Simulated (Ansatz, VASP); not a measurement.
Pb: VASP beside Ansatz

```
Pb
1.0
     3.14144    0.00000    0.00000
     0.00000    3.14144    0.00000
     0.00000    0.00000    3.14144
Pb
1
Direct
  0.00000 0.00000 0.00000
```

Alike in both runs: functional PBE; k mesh 12 × 12 × 12; occupations fermi-dirac, width 0.1 eV; no spin polarisation.

Ansatz relaxed the structure, and its values are those at the end. VASP's run is a single point on that final structure, the one shown.

|  | VASP | Ansatz |
| --- | --- | --- |
| version | VASP 6.6.1 | Ansatz 0.2.0 |
| potentials or method | VASP PAW PBE potentials, release 64 (Pb_d), cutoff 520 eV | all-electron LAPW, scalar-relativistic |

Ansatz gave:

```
pressure (GPa) : 4.9
```

Problem. Which values does VASP return?

Solution. Pressure (GPa): 4.8.

Ansatz ran all-electron here, so the differences hold the error of VASP's frozen core and of both bases.

The runs have no spin-orbit coupling, so splittings on Pb are missing.
